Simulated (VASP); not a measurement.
# TiC (Fm-3m) in VASP: notebook

The runs below take TiC through relaxation of cell and atoms, with PBE.

Program: VASP 6.6.1. These are calculated values, not measurements. Logs are shortened: lines on timing, memory, paths and dates and some standing lists are left out, and cuts for length are marked.

**1. The crystal as given**

It takes space group Fm-3m (No. 225, cubic). Conventional cell: a = 4.319 Å, b = 4.319 Å, c = 4.319 Å, α = 90.00°, β = 90.00°, γ = 90.00°. Around Ti (site symmetry m-3m) lie 6 C at 2.16 Å. Around C (site symmetry m-3m) lie 6 Ti at 2.16 Å.

**2. Relaxation of cell and atoms, PBE**

Input file INCAR:

```
PREC = Accurate
ENCUT = 520
EDIFF = 1E-7
ISMEAR = 0
SIGMA = 0.1
LREAL = False
LASPH = True
NELM = 60
ALGO = Normal
ISIF = 3
LWAVE = False
LCHARG = False
GGA = PE
IBRION = 2
NSW = 80
EDIFFG = -0.002
```

Input file KPOINTS:

```
regular mesh
0
Gamma
  16 16 16
```

Input file POSCAR:

```
TiC
1.0
    0.0000000000      2.1593000000      2.1593000000
    2.1593000000      0.0000000000      2.1593000000
    2.1593000000      2.1593000000      0.0000000000
Ti C
1 1
Direct
    0.0000000000      0.0000000000      0.0000000000
    0.5000000000      0.5000000000      0.5000000000
```

Potentials or basis: VASP PAW PBE potentials, release 64 (Ti, C).

On the command line:

```bash
cat potpaw_PBE.64/Ti/POTCAR potpaw_PBE.64/C/POTCAR > POTCAR
mpirun -np 1 vasp_std > vasp.out
```

OUTCAR:

```text
PREC = Accurate
   ENCUT = 520
   EDIFF = 1E-7
   ISMEAR = 0
   LREAL = False
   LASPH = True
   NELM = 60
   ISIF = 3
   GGA = PE
   IBRION = 2
   NSW = 80
   EDIFFG = -0.002

 ion  position               nearest neighbor table
   1  0.000  0.000  0.000-   2 2.16   2 2.16   2 2.16   2 2.16   2 2.16   2 2.16
   2  0.500  0.500  0.500-   1 2.16   1 2.16   1 2.16   1 2.16   1 2.16   1 2.16

  LATTYP: Found a face centered cubic cell.
 ALAT       =     4.3186000000

  Lattice vectors:

 A1 = (   0.0000000000,   2.1593000000,   2.1593000000)
 A2 = (   2.1593000000,   0.0000000000,   2.1593000000)
 A3 = (   2.1593000000,   2.1593000000,   0.0000000000)

Analysis of symmetry for initial positions (statically):
=====================================================================
 Subroutine PRICEL returns:
 Original cell was already a primitive cell.

 Routine SETGRP: Setting up the symmetry group for a
 face centered cubic supercell.

 Subroutine GETGRP returns: Found 48 space group operations
 (whereof 48 operations were pure point group operations)
 out of a pool of 48 trial point group operations.

The static configuration has the point symmetry O_h .

Analysis of symmetry for dynamics (positions and initial velocities):
=====================================================================
 Subroutine PRICEL returns:
 Original cell was already a primitive cell.

 Routine SETGRP: Setting up the symmetry group for a
 face centered cubic supercell.

 Subroutine GETGRP returns: Found 48 space group operations
 (whereof 48 operations were pure point group operations)
 out of a pool of 48 trial point group operations.

The dynamic configuration has the point symmetry O_h .

 Subroutine INISYM returns: Found 48 space group operations
 (whereof 48 operations are pure point group operations),
 and found     1 'primitive' translations

----------------------------------------------------------------------------------------

                                     Primitive cell

  volume of cell :      20.1358

  direct lattice vectors                    reciprocal lattice vectors
     0.000000000  2.159300000  2.159300000    -0.231556523  0.231556523  0.231556523
     2.159300000  0.000000000  2.159300000     0.231556523 -0.231556523  0.231556523
     2.159300000  2.159300000  0.000000000     0.231556523  0.231556523 -0.231556523

  length of vectors
     3.053711345  3.053711345  3.053711345     0.401067663  0.401067663  0.401067663

[... 97 lines left out ...]
   IALGO  =     38    algorithm
   IMIX   =      4    mixing-type and parameters
     AMIX     =   0.40;   BMIX     =  1.00
     AMIX_MAG =   1.60;   BMIX_MAG =  1.00
  volume/ion in A,a.u.               =      10.07        67.94
  Fermi-wavevector in a.u.,A,eV,Ry     =   1.203507  2.274298 19.707064  1.448428
  Thomas-Fermi vector in A             =   2.339258
   LORBIT       =      0    0 simple, 1 ext, 2 COOP (PROOUT), +10 PAW based schemes
   GGA     = PE    functional components
   LHFCALC =     F    Hartree Fock is set to
   AEXX    =    0.0000 exact exchange contribution
   IVDW    =     0    specifies the selected vdW correction
   LEPSILON=     F    determine dielectric tensor
   LRPA    =     F    only Hartree local field effects (RPA)
 conjugate gradient relaxation of ions
 non-spin polarized calculation
 Gauss-broadening in eV      SIGMA  =   0.10
  energy-cutoff  :      520.00
  volume of cell :       20.14
 maximum number of plane-waves:       560
   NGX = 11   NGY = 11   NGZ = 11

--------------------------------------- Ionic step        1  -------------------------------------------

 number of electron       8.0000000 magnetization

 Free energy of the ion-electron system (eV)
  ---------------------------------------------------
  ext. energy  EPLUGINS =         0.00000000
  ---------------------------------------------------
  free energy    TOTEN  =       -18.52415120 eV

  energy without entropy =      -18.52217661  energy(sigma->0) =      -18.52316390

------------------------ aborting loop because EDIFF is reached ----------------------------------------

  FORCE on cell =-STRESS in cart. coord.  units (eV):
  Direction    XX          YY          ZZ          XY          YZ          ZX
  --------------------------------------------------------------------------------------
  -------------------------------------------------------------------------------------
  Total        0.4455040      0.4455040      0.4455040      0.0000000      0.0000000     -0.0000000
  in kB       35.4481211     35.4481211     35.4481211      0.0000000      0.0000000     -0.0000000
  external PRESSURE =      35.4481211 kB  Pullay stress =       0.0000000 kB
[... 59 lines left out ...]
--------------------------------------- Ionic step        3  -------------------------------------------

 number of electron       8.0000000 magnetization

 Free energy of the ion-electron system (eV)
  ---------------------------------------------------
  ext. energy  EPLUGINS =         0.00000000
  ---------------------------------------------------
  free energy    TOTEN  =       -18.52700930 eV

  energy without entropy =      -18.52500629  energy(sigma->0) =      -18.52600780

 E-fermi :   4.8484     XC(G=0): -12.3154

 val. band max:        4.8442562814   @ k =   0.1250   0.1250   0.0000
 cond. band min:       4.8504684265   @ k =   0.1250   0.0625   0.0000
 fundamental gap:      0.0062121451
 Fermi energy:         4.8483791708

 k-point     1 :       0.0000    0.0000    0.0000
  band No.  band energies     occupation
      1      -7.5293      2.00000
      2       5.4888      0.00000
      3       5.4888      0.00000
      4       5.4888      0.00000
      5       6.4718      0.00000
      6       6.4718      0.00000
      7       6.6036      0.00000
      8       6.6036      0.00000
[... 243 lines left out ...]
 k-point    24 :      -0.0625    0.0625    0.0000
  band No.  band energies     occupation
      1      -7.3064      2.00000
      2       4.6395      1.99686
      3       4.8117      1.39622
      4       4.8211      1.30049
      5       5.5982      0.00000
      6       6.1678      0.00000
      7       7.1493      0.00000
      8       7.6492      0.00000

 [... further k-points ...]

------------------------ aborting loop because EDIFF is reached ----------------------------------------

  FORCE on cell =-STRESS in cart. coord.  units (eV):
  Direction    XX          YY          ZZ          XY          YZ          ZX
  --------------------------------------------------------------------------------------
  -------------------------------------------------------------------------------------
  Total        0.0007428      0.0007428      0.0007428      0.0000000      0.0000000      0.0000000
  in kB        0.0583425      0.0583425      0.0583425      0.0000000      0.0000000      0.0000000
  external PRESSURE =       0.0583425 kB  Pullay stress =       0.0000000 kB
[... 17 lines left out ...]
  FREE ENERGIE OF THE ION-ELECTRON SYSTEM (eV)
  ---------------------------------------------------
  free  energy   TOTEN  =       -18.5270093027 eV

  energy  without entropy=      -18.5250062949  energy(sigma->0) =      -18.52600780

 reached required accuracy - stopping structural energy minimisation
```

It took 80 s on 1 thread of Intel Xeon Platinum 8375C at 2.90GHz (Ice Lake), shared host; peak memory 0.16 GiB.

What came out:

```yaml
Free_energy: -18.5270 eV
Relaxed_volume: 10.20 Å³/atom
Relaxed_cell: a = 3.067 Å, b = 3.067 Å, c = 3.067 Å, α = 60.00°, β = 60.00°, γ = 60.00°
Space_group_after_relaxing_to_0.05_Å: Fm-3m (No. 225)
Energy_gained_by_relaxing: 1.4 meV/atom
Ionic_steps: 3
Pressure_after_relaxing: 0.0 GPa
Band_gap_on_the_k_mesh: none (metal or under the smearing width)
```

The path:
```
step  energy change (eV)  largest force (eV/Å)  pressure (GPa)  volume (Å³)
   1              0.0000                0.0000            3.54        20.14
   2              0.0032                0.0000           -4.84        20.79
   3             -0.0029                0.0000            0.01        20.40
```

Final structure:
```
Ti C
1.0
     0.00000    2.16867    2.16867
     2.16867    0.00000    2.16867
     2.16867    2.16867    0.00000
Ti C
1 1
Direct
  0.00000 0.00000 0.00000
  0.50000 0.50000 0.50000
```

PBE usually gives volumes a little too large and moduli too small. Zero-point motion and thermal expansion aren't in these numbers.

**3. Relaxation of cell and atoms, PBE**

This run uses another cell than the first one, of 10.20 Å³/atom, 1.013 times its volume.

INCAR is that of step 2.

KPOINTS is that of step 2.

Input file POSCAR:

```
TiC                                     
1.0
    0.0000000000      2.1686691547      2.1686691547
    2.1686691547      0.0000000000      2.1686691547
    2.1686691547      2.1686691547      0.0000000000
  Ti              C             
     1     1
Direct
     0.0000000000000000    0.0000000000000000    0.0000000000000000
     0.5000000000000000    0.5000000000000000    0.5000000000000000
```

Potentials or basis: VASP PAW PBE potentials, release 64 (Ti, C).

On the command line:

```bash
cat potpaw_PBE.64/Ti/POTCAR potpaw_PBE.64/C/POTCAR > POTCAR
mpirun -np 1 vasp_std > vasp.out
```

OUTCAR:

```text
PREC = Accurate
   ENCUT = 520
   EDIFF = 1E-7
   ISMEAR = 0
   LREAL = False
   LASPH = True
   NELM = 60
   ISIF = 3
   GGA = PE
   IBRION = 2
   NSW = 80
   EDIFFG = -0.002

 ion  position               nearest neighbor table
   1  0.000  0.000  0.000-   2 2.17   2 2.17   2 2.17   2 2.17   2 2.17   2 2.17
   2  0.500  0.500  0.500-   1 2.17   1 2.17   1 2.17   1 2.17   1 2.17   1 2.17

  LATTYP: Found a face centered cubic cell.
 ALAT       =     4.3373383094

  Lattice vectors:

 A1 = (   0.0000000000,   2.1686691547,   2.1686691547)
 A2 = (   2.1686691547,   0.0000000000,   2.1686691547)
 A3 = (   2.1686691547,   2.1686691547,   0.0000000000)

Analysis of symmetry for initial positions (statically):
=====================================================================
 Subroutine PRICEL returns:
 Original cell was already a primitive cell.

 Routine SETGRP: Setting up the symmetry group for a
 face centered cubic supercell.

 Subroutine GETGRP returns: Found 48 space group operations
 (whereof 48 operations were pure point group operations)
 out of a pool of 48 trial point group operations.

[... 170 lines left out ...]

 k-point     1 :       0.0000    0.0000    0.0000
  band No.  band energies     occupation
      1      -7.5293      2.00000
      2       5.4888      0.00000
      3       5.4888      0.00000
      4       5.4888      0.00000
      5       6.4718      0.00000
      6       6.4718      0.00000
      7       6.6035      0.00000
      8       6.6035      0.00000
[... 243 lines left out ...]
 k-point    24 :      -0.0625    0.0625    0.0000
  band No.  band energies     occupation
      1      -7.3065      2.00000
      2       4.6395      1.99686
      3       4.8117      1.39611
      4       4.8211      1.30036
      5       5.5982      0.00000
      6       6.1678      0.00000
      7       7.1493      0.00000
      8       7.6492      0.00000

 [... further k-points ...]

------------------------ aborting loop because EDIFF is reached ----------------------------------------

  FORCE on cell =-STRESS in cart. coord.  units (eV):
  Direction    XX          YY          ZZ          XY          YZ          ZX
  --------------------------------------------------------------------------------------
  -------------------------------------------------------------------------------------
  Total        0.0008264      0.0008264      0.0008264      0.0000000      0.0000000     -0.0000000
  in kB        0.0649056      0.0649056      0.0649056      0.0000000      0.0000000     -0.0000000
  external PRESSURE =       0.0649056 kB  Pullay stress =       0.0000000 kB

 VOLUME and BASIS-vectors are now :
 -----------------------------------------------------------------------------
  energy-cutoff  :      520.00
  volume of cell :       20.40
      direct lattice vectors                 reciprocal lattice vectors
     0.000000000  2.168669155  2.168669155    -0.230556145  0.230556145  0.230556145
     2.168669155  0.000000000  2.168669155     0.230556145 -0.230556145  0.230556145
     2.168669155  2.168669155  0.000000000     0.230556145  0.230556145 -0.230556145

 POSITION                                       TOTAL-FORCE (eV/Angst)
 -----------------------------------------------------------------------------------
      0.00000      0.00000      0.00000         0.000000      0.000000     -0.000000
      2.16867      2.16867      2.16867         0.000000     -0.000000      0.000000
 -----------------------------------------------------------------------------------
    total drift:                               -0.000000     -0.000000      0.000000

  FREE ENERGIE OF THE ION-ELECTRON SYSTEM (eV)
  ---------------------------------------------------
  free  energy   TOTEN  =       -18.5270594909 eV

  energy  without entropy=      -18.5250564644  energy(sigma->0) =      -18.52605798

 reached required accuracy - stopping structural energy minimisation
```

Run time: 37 s. Hardware: 1 thread of Intel Xeon Platinum 8375C at 2.90GHz (Ice Lake), shared host; peak memory 0.16 GiB.

What came out:

- Free energy: -18.5271 eV
- Pressure after relaxing: 0.0 GPa
- Band gap on the k mesh: none (metal or under the smearing width)

Final structure:
```
CELL_PARAMETERS angstrom
0.00000 2.16867 2.16867
2.16867 0.00000 2.16867
2.16867 2.16867 0.00000
ATOMIC_POSITIONS crystal
Ti 0.00000 0.00000 0.00000
C 0.50000 0.50000 0.50000
```

Caveat: the relaxation stopped at its first step, so nothing moved.
